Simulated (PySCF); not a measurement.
Molecule: Pyrrolidine (eq and ax), C₄H₉N.

Geometry (Å), atoms numbered from 1 in this order:
```xyz
14

C    -0.086   -1.181   -0.022
C     1.143   -0.258    0.126
C     0.532    1.151    0.272
N    -0.767    1.111   -0.376
C    -1.287   -0.205   -0.041
H    -0.033   -1.763   -0.954
H    -0.166   -1.908    0.801
H     1.777   -0.307   -0.774
H     1.782   -0.531    0.979
H     0.385    1.387    1.341
H     1.161    1.950   -0.148
H    -0.635    1.169   -1.385
H    -2.084   -0.503   -0.739
H    -1.744   -0.157    0.963
```

Geometry PBE0-D3(BJ)/def2-SVP throughout; GIAO in PySCF 2.14.0 with density-fitted response routines, gas phase, one conformer, non-relativistic; equivalent atoms averaged; functional PBE0.

For orientation, pcSseg-2 gives these absolute shieldings σ: C3/C5 131.1, C1/C2 155.7, N4 198.4, H10/H11/H13/H14 28.46, H6/H7/H8/H9 29.71, H12 30.70 ppm.

A run gave: C3/C5 146.6, C1/C2 167.9, N4 214.0, H10/H11/H13/H14 29.28, H6/H7/H8/H9 30.49, H12 31.78 ppm (absolute shieldings σ).

**Question.** Which basis set was used in that run?
A. STO-3G
B. pcSseg-0
C. IGLO-III
D. 6-31G*

**Answer.** D. H12 tells them apart best: 6-31G* gives 31.78, STO-3G gives 32.78, IGLO-III gives 30.89, pcSseg-0 gives 33.69 ppm.
